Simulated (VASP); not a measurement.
Energy against volume of AlSb (zinc blende). Computed with optB88-vdW, VASP's PBE PAW potentials (set 64) (plane waves; VASP). Run with 520 eV cut-off, 7×7×7 Γ-centred mesh, Gaussian smearing of 0.050 eV, potentials Al Sb.

```tsv
V (Å³/atom)	E (eV/atom)
28.297	-2.42237
29.200	-2.43696
30.103	-2.44149
31.006	-2.43749
```

**Question.** Fit these four points and predict the energy of the run at 31.910 Å³/atom.

**Answer.** A cubic in V^(−2/3), the third-order Birch-Murnaghan form, passes through the four points with V0 = 30.11 Å³/atom and B0 = 50 GPa, and gives -2.4262 eV/atom there. The run gave -2.4263 eV/atom, -0.0 meV/atom from the fit; all five points give B0 = 50 GPa.

The compound is AlSb in the zinc blende structure. It was relaxed first.
